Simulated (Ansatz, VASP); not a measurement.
Given: the input of a run of Ansatz 0.2.0 on Mg (Magnesium). 

input.yaml

```yaml
crystal:
  lattice:
    - [3.2093, 0.0, 0.0]
    - [-1.60465, 2.7793353284, 0.0]
    - [0.0, 0.0, 5.2103]
  atoms:
    - { symbol: Mg, position: [0.6666666667, 0.3333333333, 0.75] }
    - { symbol: Mg, position: [0.3333333333, 0.6666666667, 0.25] }
hamiltonian:
  xc: revpbe
  pseudopotentials: { kind: paw }
  dispersion: d4
kpoints:
  mp_grid: { grid: [10, 10, 5] }
scf:
  occupations: { method: fermi_dirac, width: 0.05 }
output:
  forces: true
  stress: true
  write_density: true
  write_potential: true
  elf: true
  volumetric_format: npy
relax:
  f_tol: 0.01
  max_steps: 40
  cell: { stress_tol: 0.05 }
```

Potentials or basis: Ansatz PAW.

The run is started by

```console
$ ansatz run input.yaml --threads 2 --pin off --max-ram 5632MiB --backend cpu --events-out ev --progress --plain --runs-dir out
```

**Question.** Translate it to VASP 6.6.1. Potentials or basis there: PBE PAW files Mg, 600 eV.

**Answer.** As run (cutoffs and basis follow the program's own potentials, and thresholds, step limits or extra output files can differ):

File INCAR:

```
PREC = Accurate ; ENCUT = 600
EDIFF = 1E-7 ; ISMEAR = -1
SIGMA = 0.05 ; LREAL = False
LASPH = True ; NELM = 100
ALGO = Normal ; ISIF = 3
LWAVE = False ; LCHARG = False
GGA = RE ; IVDW = 13
IBRION = 2 ; NSW = 40
EDIFFG = -0.02
```

File KPOINTS:

```
Automatic mesh
0
Gamma
  10 10 5
```

Contents of POSCAR:

```
Mg
1.0
    3.2093000000      0.0000000000      0.0000000000
   -1.6046500000      2.7793353284      0.0000000000
    0.0000000000      0.0000000000      5.2103000000
Mg
2
Direct
    0.6666666667      0.3333333333      0.7500000000
    0.3333333333      0.6666666667      0.2500000000
```

Potentials or basis: VASP PAW PBE potentials, release 64 (Mg).

Run with:

```console
$ cat potpaw_PBE.64/Mg/POTCAR > POTCAR
$ mpirun -np 1 vasp_std > vasp.out
```

Both were run:

|  | Ansatz | VASP |
| --- | --- | --- |
| Relaxed volume | 23.25 Å³/atom | 23.25 Å³/atom |
| Relaxed cell | a = 3.178 Å, b = 3.178 Å, c = 5.317 Å, α = 90.00°, β = 90.00°, γ = 120.00° | a = 3.177 Å, b = 3.177 Å, c = 5.319 Å, α = 90.00°, β = 90.00°, γ = 120.00° |
| Space group after relaxing | P6_3/mmc (No. 194) | P6_3/mmc (No. 194) |
| Pressure after relaxing | 0.0 GPa | -0.1 GPa |

Ansatz's pressure holds a Pulay term of +0.00 GPa for its cutoff of 420 eV, which the other run lacks.

The potentials hold 20 and 4 valence electrons a cell.

Ansatz's potentials were made for PBE. VASP's potentials were made for PBE.

Where Ansatz's input types no cutoff or centring, it takes its own default and a Γ-centred mesh.

Pressure is positive in compression.
